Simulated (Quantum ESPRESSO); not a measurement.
The system is Pd.

```
CELL_PARAMETERS angstrom
0.00000 1.94650 1.94650
1.94650 0.00000 1.94650
1.94650 1.94650 0.00000
ATOMIC_POSITIONS crystal
Pd 0.00000 0.00000 0.00000
```

| Quantity | Value |
| --- | --- |
| Program | Quantum ESPRESSO 7.5 |
| Task | phonon dispersion |
| Functional | LDA |
| Potentials or basis | GBRV 1.5 LDA |
| Cutoff | 612 eV |
| Density cutoff | 4898 eV |
| k mesh | 12 × 12 × 12 |
| Occupations | cold, width 0.2 eV |
| Spin | no spin polarisation |
| Form of the LDA correlation | PZ81 |
| Mixing beta | 0.5 |
| Most SCF iterations | 120 |
| SCF threshold | 2e-10 Ry |
| q mesh | 3 × 3 × 3 |

The cell and the atoms were relaxed first, to 14.17 Å³/atom (a = 2.716 Å, b = 2.716 Å, c = 2.716 Å, α = 60.00°, β = 60.00°, γ = 60.00°), and the response was taken there.

What are the zero-point energy, and the vibrational entropy and heat capacity at 298.15 K?

Zero-point energy 30.3 meV/atom; entropy 3.95 k_B/atom (32.9 J/(K·mol of atoms)); Cv 2.84 k_B/atom, 95 % of the classical limit. These are harmonic values without the electrons' part.

Phonon frequencies at the corners of the path (cm⁻¹, interpolated; i marks imaginary ones):
| point | frequencies |
| --- | --- |
| Γ | 0 0 0 |
| X | 165 165 240 |
| W | 167 205 205 |
| K | 153 196 221 |
| L | 115 115 248 |
| U | 153 196 221 |

Harmonic thermodynamics per atom at this volume (zero-point energy 30.3 meV, Debye temperature from the second moment 315 K):
```
 T (K)  free energy (meV)  entropy (k_B)  heat capacity Cv (k_B)
    50               30.0           0.29                    0.76
   100               26.8           1.22                    1.93
   200                8.8           2.85                    2.66
298.15              -20.2           3.95                    2.84
   500             -103.0           5.45                    2.94
   800             -263.3           6.84                    2.98
```

Phonon states per cell in windows of 20 cm⁻¹ (negative: imaginary):
```
from (cm⁻¹)  total
          0   0.00
         20   0.01
         40   0.03
         60   0.07
         80   0.13
        100   0.29
        120   0.46
        140   0.52
        160   0.38
        180   0.28
        200   0.31
        220   0.47
        240   0.03
```

Caveat: the q mesh is small, so phonon branches between its points and thermal values are rough.
